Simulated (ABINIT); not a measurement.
BAs: equation of state with PBE

**Measured values to compare with.**

From “Basic Physical Properties of Cubic Boron Arsenide”, 2019, arxiv:1911.11281, for a bulk crystal of BAs: bulk modulus 148 GPa.

The system is BAs.

```
As B
1.0
     0.00000    2.38850    2.38850
     2.38850    0.00000    2.38850
     2.38850    2.38850    0.00000
As B
1 1
Direct
  0.75000 0.75000 0.75000
  0.00000 0.00000 0.00000
```

- Program: ABINIT 10.8.3 (patched build)
- Task: equation of state
- Functional: PBE
- Potentials or basis: JTH PAW PBE v2.0
- Cutoff: 571 eV
- k mesh: 10 × 10 × 10
- Occupations: fermi-dirac, width 0.05 eV
- Spin: no spin polarisation

| Property | Result |
| --- | --- |
| Equilibrium volume | 13.91 Å³/atom |
| Bulk modulus | 131 GPa |
| Pressure derivative of the bulk modulus | 4.2 |

Energy against volume, from the lowest point:
```csv
volume (Å³/atom),energy (meV/atom)
12.809,41.01
13.081,22.38
13.354,9.71
13.626,2.42
13.899,0.00
14.171,1.97
14.444,7.89
```

Wall time 110 s on 1 thread of Arm Neoverse V1, with other jobs on the host, peak memory 0.14 GiB.

A measured bulk modulus of BAs is 148 GPa (quoted in “Basic Physical Properties of Cubic Boron Arsenide”, 2019, arxiv:1911.11281); the calculated 131 GPa misses it by -11.4 %. The fit is for a static lattice scaled at fixed shape and fixed fractional positions.

Caveat: pressures at fixed basis lie under the slope of the energies. PBE usually gives volumes a little too large and moduli too small.
